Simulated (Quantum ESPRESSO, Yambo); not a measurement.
Planning a run of Yambo 5.3.0 on AlN (F-43m). The input:

```
HF_and_locXC
gw0
dyson
ppa
em1d
rim_cut
RandQpts= 1000000
RandGvec= 1 RL
EXXRLvcs= 72 Ry
VXCRLvcs= 288 Ry
Chimod= "HARTREE"
% BndsRnXp
 1 | 118 |
%
NGsBlkXp= 15.5 Ry
% LongDrXp
 1 | 1 | 1 |
%
% GbndRnge
 1 | 118 |
%
DysSolver= "n"
ExtendOut
PPAPntXp= 27.21138 eV
% QPkrange
 1 | 1 | 3 | 6 |
 7 | 7 | 3 | 6 |
%
```

```sh
OMP_NUM_THREADS=1 mpirun -n 4 yambo -F gw4.in -J gw4 -C gw4 > gw4.log
```

The stored states that it reads are on a 4×4×4 mesh. It takes space group F-43m (No. 216, cubic). The conventional cell has a = 4.368 Å, b = 4.368 Å, c = 4.368 Å, α = 90.00°, β = 90.00°, γ = 90.00°. Al has 4 N at 1.89 Å nearest. N has 4 Al at 1.89 Å nearest. Farther neighbours and most contacts between anions are not listed.

Q: Estimate wall time and host memory on 4 MPI ranks of Arm Neoverse V1, shared host.

It took 31 s; on shared hardware allow 15 s to 62 s. Peak host memory was 1.3 GiB.

The screening grows as filled bands × empty bands × pairs of k points, times the square of the screening basis for the matrix.

[Paths, hosts, dates, memory and timing lines, banners, echoed tables and standing remarks are left out of the program output.]

[Logs are printed without paths, hosts, clocks, repeated set-up lines and the standing remarks that a program may print on its own settings, such as how far it seeks lower states.]

[Runs of the session that timed out or met a known fault of the program may be left out.]

[Hosts, paths, dates, database ids (printed as entryN), source tags and the programs' standing remarks are cut or masked in the printed files.]
